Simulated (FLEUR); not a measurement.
# How the basis cutoff moves the magnetism of 1 ML Co on Os(0001), hcp site, 2 substrate layers

Wanted: the cheapest choice of the basis cutoff that holds the magnetic results of 1 ML Co on Os(0001), hcp site, 2 substrate layers.

Method: LDA (VWN); all-electron FLAPW film, Dirac cores, scalar-relativistic bands, in FLEUR MaX-R8.1.

**1. The structure**

The cell holds 3 atoms: 2 Os and 1 Co. Cell: a = 2.734 Å, b = 2.734 Å, c = 18.247 Å, α = 90.0°, β = 90.0°, γ = 120.0°. Pseudomorphic film on a typed substrate lattice, hard-sphere layer spacings, unrelaxed. Vacuum lies along c.

**2. Rung 1 (Kmax 2.16 1/bohr), start ferro +**

The ladder starts at a small basis and climbs, to see from where on the results stand still.

inpgen writes inp.xml from crystal.txt; cutoffs, mixing, functional, smearing and local orbitals are then set in the file. The k list default-1 (kpts.xml, not shown) is a Γ-centred 12×12×1 mesh; where the ranks do not divide the number of points, some are split in two of half the weight.

The input, inp.xml:

```
<?xml version="1.0" encoding="UTF-8" standalone="no"?>
<fleurInput fleurInputVersion="0.39">
   <comment>
      CoOs2
   </comment>
   <calculationSetup>
      <cutoffs Kmax="2.16" Gmax="6.5" GmaxXC="6.5" numbands="0"/>
      <scfLoop itmax="120" minDistance="0.00002" maxIterBroyd="15" imix="Anderson" alpha="0.03" precondParam="0.0" spinf="2.0" sdNocoIR="T"/>
      <coreElectrons ctail="T" frcor="F" kcrel="0" coretail_lmax="0"/>
      <xcFunctional name="vwn" relativisticCorrections="F"/>
      <magnetism jspins="2"/>
      <soc l_soc="F" theta="0.0" phi="0.0" spav="F"/>
      <expertModes spex="0" secvar="F"/>
      <geometryOptimization l_f="F" forcealpha="1.0" forcemix="BFGS" epsdisp="0.00001" epsforce="0.00001"/>
      <ldaU l_linMix="F" mixParam="0.05" spinf="1.0"/>
   </calculationSetup>
   <cell>
      <bzIntegration valenceElectrons="45.0" mode="hist" fermiSmearingEnergy="0.00183747">
         <kPointListSelection listName="default-1"/>
         <xi:include xmlns:xi="http://www.w3.org/2001/XInclude" href="kpts.xml"> </xi:include>
      </bzIntegration>
      <xi:include xmlns:xi="http://www.w3.org/2001/XInclude" href="sym.xml"> </xi:include>
      <filmLattice scale="1.0" dVac="13.53" dTilda="16.03">
         <bravaisMatrixFilm>
            <row-1>    5.1667001356448914     0.0000000143052268</row-1>
            <row-2>   -2.5833500802096001     4.4744935640505812</row-2>
         </bravaisMatrixFilm>
         <vacuumEnergyParameters vacuum="1" spinUp="-.25" spinDown="-.25"/>
         <vacuumEnergyParameters vacuum="2" spinUp="-.25" spinDown="-.25"/>
      </filmLattice>
   </cell>
   <atomSpecies>
      <species name="Osmium (Os)" element="Os" atomicNumber="76">
         <mtSphere radius="2.35" gridPoints="777" logIncrement="0.017"/>
         <atomicCutoffs lmax="8" lnonsphr="6"/>
         <electronConfig flipSpins="F">
            <coreConfig>(1s1/2) (2s1/2) (2p1/2) (2p3/2) (3s1/2) (3p1/2) (3p3/2) (4s1/2) (3d3/2) (3d5/2) (4p1/2) (4p3/2) (5s1/2) (4d3/2) (4d5/2) (4f5/2) (4f7/2)</coreConfig>
            <valenceConfig>(5p1/2) (5p3/2) (6s1/2) (5d3/2) (5d5/2)</valenceConfig>
            <stateOccupation state="(5d3/2)" spinUp="1.200000" spinDown="1.200000"/>
            <stateOccupation state="(5d5/2)" spinUp="1.800000" spinDown="1.800000"/>
         </electronConfig>
         <energyParameters s="6" p="6" d="5" f="5"/>
         <lo type="SCLO" l="1" n="5" eDeriv="0"/>
      </species>
      <species name="Cobalt (Co2.000" element="Co" atomicNumber="27">
         <mtSphere radius="2.35" gridPoints="777" logIncrement="0.016"/>
         <atomicCutoffs lmax="8" lnonsphr="6"/>
         <electronConfig flipSpins="F">
            <coreConfig>(1s1/2) (2s1/2) (2p1/2) (2p3/2)</coreConfig>
            <valenceConfig>(3s1/2) (3p1/2) (3p3/2) (4s1/2) (3d3/2) (3d5/2)</valenceConfig>
            <stateOccupation state="(3d3/2)" spinUp="1.5" spinDown="1.3"/>
            <stateOccupation state="(3d5/2)" spinUp="3.0" spinDown="1.2"/>
         </electronConfig>
         <energyParameters s="4" p="4" d="3" f="4"/>
         <lo type="SCLO" l="0" n="3" eDeriv="0"/>
         <lo type="SCLO" l="1" n="3" eDeriv="0"/>
      </species>
   </atomSpecies>
   <atomGroups>
      <atomGroup species="Osmium (Os)">
         <filmPos label="                   1">.0000000000 .0000000000 -4.0130478001</filmPos>
         <force calculate="T" relaxXYZ="TTT"/>
      </atomGroup>
      <atomGroup species="Osmium (Os)">
         <filmPos label="                   2">-1.000/3.000 1.000/3.000 .0684818090</filmPos>
         <force calculate="T" relaxXYZ="TTT"/>
      </atomGroup>
      <atomGroup species="Cobalt (Co2.000">
         <filmPos label="                   3">.0000000000 .0000000000 4.0130478001</filmPos>
         <force calculate="T" relaxXYZ="TTT"/>
      </atomGroup>
   </atomGroups>
   <output dos="F" band="F" slice="F">
      <bandDOS minEnergy="-.5*Htr" maxEnergy="0.5*Htr" sigma="0.015" storeEVData="T"/>
      <plotting iplot="0" polar="F">
         <plot TwoD="T" vec1="  1.0  0.0  0.0" vec2="  0.0  1.0  0.0" vec3="  0.0  0.0  1.0" zero="  0.0  0.0 -0.5" file="plot"/>
      </plotting>
      <moessbauerParams electricFieldGradient="F" isomerShift="F" coreHyperfine="F" valenceHyperfine="F"/>
   </output>
</fleurInput>
```

The input, crystal.txt:

```
CoOs2
&input film=T cartesian=F /
2.73409996739  0.00000000757  0.00000000000
-1.36704999025  2.36780002446  0.00000000000
0.00000000000  0.00000000000  1.00000000000
1.8897261246
1.0 1.0 1.0

3
76 0.00000000000  0.00000000000  -4.01304780007
76 0.66666666667  0.33333333333  0.06848180900
27 0.00000000000  0.00000000000  4.01304780007 : 2.000

&kpt div1=12 div2=12 div3=1 gamma=T /
```

Launch:

```
$ OMP_NUM_THREADS=1 inpgen -f crystal.txt > inpgen.log  # inp.xml is then edited as shown
$ OMP_NUM_THREADS=1 mpirun -n 4 fleur_MPI > fleur.log
```

What it wrote:

```text
Welcome to FLEUR        (www.flapw.de)
      MaX-Release 8.1          (www.max-centre.eu)

 ========== k-point set info ==========
 Selected k-point list: default-1
 k-point list type: mesh
 0 x 0 x 0
 Number of k points: 20

 ------------Calculation Setup---------------------------
 Number of MPI-tasks      :            4
 Number of PE/node        :            4
 Number of OMP-threads    :            1
 k-points in parallel     :            4
 pe's per k-point         :            1
 No of k-point loops      :            5
 Eigenvalue solver        :       lapack
 Number of basis functions:           88
 Approximate size of matrices (H+S) per k-point:         0.000 GB
 --------------------------------------------------------
 Iteration:     1   Distance:      45.55656533 me/bohr^3
 Iteration:     2   Distance:      38.34278478 me/bohr^3
 Iteration:     3   Distance:      37.86181776 me/bohr^3
 Iteration:     4   Distance:      34.36022398 me/bohr^3
 Iteration:     5   Distance:      30.63217464 me/bohr^3
 Iteration:     6   Distance:      17.08190318 me/bohr^3
 Iteration:     7   Distance:      17.26214356 me/bohr^3
 Iteration:     8   Distance:      15.49479817 me/bohr^3
 Iteration:     9   Distance:      10.99413843 me/bohr^3
 Iteration:    10   Distance:      10.70080644 me/bohr^3
[... 46 iterations left out ...]
 Iteration:    57   Distance:       0.00021817 me/bohr^3
 Iteration:    58   Distance:       0.00021486 me/bohr^3
 Iteration:    59   Distance:       0.00021345 me/bohr^3
 Iteration:    60   Distance:       0.00015260 me/bohr^3
 Iteration:    61   Distance:       0.00011037 me/bohr^3
 Iteration:    62   Distance:       0.00007563 me/bohr^3
 Iteration:    63   Distance:       0.00006297 me/bohr^3
 Iteration:    64   Distance:       0.00004786 me/bohr^3
 Iteration:    65   Distance:       0.00004499 me/bohr^3
 Iteration:    66   Distance:       0.00001859 me/bohr^3

 ********************************************************************
 Run finished successfully
 Stop message:
   all done
 ********************************************************************

--- out.xml (last complete iteration) ---
<iteration numberForCurrentRun="   66" overallNumber="   66">
         [... left out ...]
         <bandgap value="0.0000019039" units="eV"/>
         <sumValenceSingleParticleEnergies value="-53.4760832173" units="Htr"/>
         <FermiEnergy value="-0.1958846216" units="Htr"/>
         <valenceDensity>
            <mtCharges spin="1">
               <mtCharge atomType="1" total="5.4628326" s="0.2261011" p="3.0975457" d="2.0887461" f="0.0298071"/>
               <mtCharge atomType="2" total="5.4558456" s="0.2219173" p="3.1184189" d="2.0434469" f="0.0449114"/>
               <mtCharge atomType="3" total="7.8799969" s="1.1854131" p="3.0953133" d="3.5669097" f="0.0173182"/>
            </mtCharges>
            <mtCharges spin="2">
               <mtCharge atomType="1" total="5.4628314" s="0.2261010" p="3.0975457" d="2.0887450" f="0.0298071"/>
               <mtCharge atomType="2" total="5.4558454" s="0.2219173" p="3.1184189" d="2.0434467" f="0.0449114"/>
               <mtCharge atomType="3" total="7.8799990" s="1.1854131" p="3.0953133" d="3.5669117" f="0.0173182"/>
            </mtCharges>
            <spinDependentCharge spin="1" total="22.5000005" interstitial="3.5916392" mtSpheres="18.7986751" vacuum1="0.0323415" vacuum2="0.0773446"/>
            <spinDependentCharge spin="2" total="22.5000008" interstitial="3.5916389" mtSpheres="18.7986758" vacuum1="0.0323415" vacuum2="0.0773446"/>
            <totalCharge value="45.0000012928"/>
         </valenceDensity>
         [... left out ...]
         <magneticMomentsInMTSpheres units="muBohr">
            <globalMagMoment atomType="1" vec="0.00000   0.00000   0.00000"/>
            <localMagMoment atomType="1" vec="0.00000   0.00000   0.00000"/>
            <globalMagMoment atomType="2" vec="0.00000   0.00000   0.00000"/>
            <localMagMoment atomType="2" vec="0.00000   0.00000   0.00000"/>
            <globalMagMoment atomType="3" vec="0.00000   0.00000   0.00000"/>
            <localMagMoment atomType="3" vec="0.00000   0.00000   0.00000"/>
         </magneticMomentsInMTSpheres>
         [... left out ...]
         <totalEnergy value="   -35933.6874761149" units="Htr">
            <sumOfEigenvalues value="   -22119.8823012925">
               <coreElectrons value="-22066.4062180752"/>
               <valenceElectrons value="-53.4760832173"/>
            </sumOfEigenvalues>
            <densityCoulombPotentialIntegral value="-61784.2702869919"/>
            <densityEffectivePotentialIntegral value="-62738.4166427964"/>
            <chargeDenXCDenIntegral value="-718.9432926963"/>
            <FockExchangeEnergyValence value="0.0000000000"/>
            <FockExchangeEnergyCore value="0.0000000000"/>
         [... left out ...]
            <tkbTimesEntropy value="0.0007240198"/>
            <freeEnergy value="-35933.6882001347"/>
            <extrapolationTo0K value="-35933.6878381248"/>
         </totalEnergy>
         <densityConvergence units="me/bohr^3">
            <chargeDensity spin="1" distance="0.0000159926"/>
            <chargeDensity spin="2" distance="0.0000089378"/>
            <overallChargeDensity distance="0.0000180507"/>
            <spinDensity distance="0.0000185868"/>
         </densityConvergence>
      </iteration>
```

Elapsed: 22 s, on 4 MPI ranks of Intel Xeon 6975P-C (Granite Rapids), shared host; peak memory 0.28 GiB.

The spin moment in the muffin-tin sphere vanishes on all atoms.

This step gave:

```
free energy                                                       : -977805.4689 eV
program's band gap on this mesh (in a metal only a level spacing) : 1.90e-6 eV
final state                                                       : non-magnetic
```

After 66 cycles the seed has died away: no moment is left.

**3. Rung 1 (Kmax 2.16 1/bohr), start antiferro q=(0,1/2,0) +-**

The second start gives the energy difference between the two end states, the quantity that is followed up the ladder. Its q is in fractions of the primitive cell's reciprocal vectors.

The k list default-1 (kpts.xml, not shown) is a Γ-centred 12×6×1 mesh.

inp.xml: that of step 2 with these lines changed.

```diff
@@ -17,3 +17,3 @@
    <cell>
-      <bzIntegration valenceElectrons="45.0" mode="hist" fermiSmearingEnergy="0.00183747">
+      <bzIntegration valenceElectrons="90.0" mode="hist" fermiSmearingEnergy="0.00183747">
          <kPointListSelection listName="default-1"/>
@@ -24,4 +24,4 @@
          <bravaisMatrixFilm>
-            <row-1>    5.1667001356448914     0.0000000143052268</row-1>
-            <row-2>   -2.5833500802096001     4.4744935640505812</row-2>
+            <row-1>    5.1667001972688604     0.0000000000000000</row-1>
+            <row-2>   -5.1667001972688604     8.9489870356557599</row-2>
          </bravaisMatrixFilm>
@@ -57,2 +57,15 @@
       </species>
+      <species name="Cobalt (Co-2.000" element="Co" atomicNumber="27">
+         <mtSphere radius="2.35" gridPoints="777" logIncrement="0.016"/>
+         <atomicCutoffs lmax="8" lnonsphr="6"/>
+         <electronConfig flipSpins="F">
+            <coreConfig>(1s1/2) (2s1/2) (2p1/2) (2p3/2)</coreConfig>
+            <valenceConfig>(3s1/2) (3p1/2) (3p3/2) (4s1/2) (3d3/2) (3d5/2)</valenceConfig>
+            <stateOccupation state="(3d3/2)" spinUp="1.3" spinDown="1.5"/>
+            <stateOccupation state="(3d5/2)" spinUp="1.2" spinDown="3.0"/>
+         </electronConfig>
+         <energyParameters s="4" p="4" d="3" f="4"/>
+         <lo type="SCLO" l="0" n="3" eDeriv="0"/>
+         <lo type="SCLO" l="1" n="3" eDeriv="0"/>
+      </species>
    </atomSpecies>
@@ -64,3 +77,11 @@
       <atomGroup species="Osmium (Os)">
-         <filmPos label="                   2">-1.000/3.000 1.000/3.000 .0684818090</filmPos>
+         <filmPos label="                   2">.0000000000 1.000/2.000 -4.0130478001</filmPos>
+         <force calculate="T" relaxXYZ="TTT"/>
+      </atomGroup>
+      <atomGroup species="Osmium (Os)">
+         <filmPos label="                   3">-1.000/3.000 1.000/6.000 .0684818090</filmPos>
+         <force calculate="T" relaxXYZ="TTT"/>
+      </atomGroup>
+      <atomGroup species="Osmium (Os)">
+         <filmPos label="                   4">-1.000/3.000 -1.000/3.000 .0684818090</filmPos>
          <force calculate="T" relaxXYZ="TTT"/>
@@ -68,3 +89,7 @@
       <atomGroup species="Cobalt (Co2.000">
-         <filmPos label="                   3">.0000000000 .0000000000 4.0130478001</filmPos>
+         <filmPos label="                   5">.0000000000 .0000000000 4.0130478001</filmPos>
+         <force calculate="T" relaxXYZ="TTT"/>
+      </atomGroup>
+      <atomGroup species="Cobalt (Co-2.000">
+         <filmPos label="                   6">.0000000000 1.000/2.000 4.0130478001</filmPos>
          <force calculate="T" relaxXYZ="TTT"/>
```

The input, crystal.txt:

```
CoOs2
&input film=T cartesian=F /
2.73410000000  0.00000000000  0.00000000000
-2.73410000000  4.73560000000  0.00000000000
0.00000000000  0.00000000000  1.00000000000
1.8897261246
1.0 1.0 1.0

6
76 0.00000000000  0.00000000000  -4.01304780007
76 0.00000000000  0.50000000000  -4.01304780007
76 0.66666650000  0.16666650000  0.06848180900
76 0.66666650000  0.66666650000  0.06848180900
27 0.00000000000  0.00000000000  4.01304780007 : 2.000
27 0.00000000000  0.50000000000  4.01304780007 : -2.000

&kpt div1=12 div2=6 div3=1 gamma=T /
```

What it wrote:

```text
[banner, memory and clock lines left out]
Welcome to FLEUR        (www.flapw.de)
      MaX-Release 8.1          (www.max-centre.eu)

 ========== k-point set info ==========
 Selected k-point list: default-1
 k-point list type: mesh
 0 x 0 x 0
 Number of k points: 40

 [... set-up left out ...]
 Iteration:     1   Distance:      45.07044743 me/bohr^3
 Iteration:     2   Distance:      38.52959708 me/bohr^3
 Iteration:     3   Distance:      36.95782246 me/bohr^3
 Iteration:     4   Distance:      34.01291231 me/bohr^3
 Iteration:     5   Distance:      29.83299935 me/bohr^3
 Iteration:     6   Distance:      14.01978241 me/bohr^3
 Iteration:     7   Distance:      15.19773714 me/bohr^3
 Iteration:     8   Distance:      22.08926669 me/bohr^3
[... lines left out ...]
[... 59 iterations left out ...]
[... lines left out ...]
 Iteration:    74   Distance:       0.00004264 me/bohr^3
 Iteration:    75   Distance:       0.00004141 me/bohr^3
 Iteration:    76   Distance:       0.00003428 me/bohr^3
 Iteration:    77   Distance:       0.00002514 me/bohr^3
 Iteration:    78   Distance:       0.00003868 me/bohr^3
 Iteration:    79   Distance:       0.00001735 me/bohr^3

 ********************************************************************
 Run finished successfully
 Stop message:
   all done
 ********************************************************************

--- out.xml (last complete iteration) ---
<iteration numberForCurrentRun="   79" overallNumber="   79">
         [... left out ...]
         <bandgap value="0.0000000000" units="eV"/>
         <sumValenceSingleParticleEnergies value="-106.9521572609" units="Htr"/>
         <FermiEnergy value="-0.1958845225" units="Htr"/>
         [... left out ...]
         <magneticMomentsInMTSpheres units="muBohr">
            <globalMagMoment atomType="1" vec="0.00000   0.00000   0.00000"/>
            <globalMagMoment atomType="2" vec="0.00000   0.00000   0.00000"/>
            <globalMagMoment atomType="3" vec="0.00000   0.00000   0.00000"/>
            <globalMagMoment atomType="4" vec="0.00000   0.00000   0.00000"/>
            <globalMagMoment atomType="5" vec="0.00000   0.00000   0.00000"/>
            <globalMagMoment atomType="6" vec="0.00000   0.00000   0.00000"/>
         </magneticMomentsInMTSpheres>
         [... left out ...]
         <totalEnergy value="   -71867.3749521286" units="Htr">
            <sumOfEigenvalues value="   -44239.7645724406">
               <coreElectrons value="-44132.8124151797"/>
               <valenceElectrons value="-106.9521572609"/>
            </sumOfEigenvalues>
            <densityCoulombPotentialIntegral value="-123568.5405530222"/>
            <densityEffectivePotentialIntegral value="-125476.8332647527"/>
            <chargeDenXCDenIntegral value="-1437.8865854852"/>
            <FockExchangeEnergyValence value="0.0000000000"/>
            <FockExchangeEnergyCore value="0.0000000000"/>
         [... left out ...]
            <atomTypeDependentContributions atomType="4">
[... rest left out ...]
```

It took 3.2 min on 4 MPI ranks; peak memory 1.1 GiB.

The spin moment in the muffin-tin sphere vanishes on all atoms.

Read from the output:

- free energy: -1955610.9377 eV
- program's band gap on this mesh (in a metal only a level spacing): 0 eV
- final state: non-magnetic

This start lies +0.0 meV a seeded atom from the first; its moments have collapsed.

(Part 1 of 4 ends here.)

[Logs and program files are shortened in this print: banners, set-up blocks, solver, clock and traceback lines can be left out without a mark of their own.]

[Logs are printed without paths, hosts, clocks, repeated set-up lines and the standing remarks that a program may print on its own settings, such as how far it seeks lower states.]

[Hosts, paths, dates, database ids (printed as entryN), source tags and the programs' standing remarks are cut or masked in the printed files.]

[Where a cell is said to come from a database of computed structures, the database is the Materials Project.]
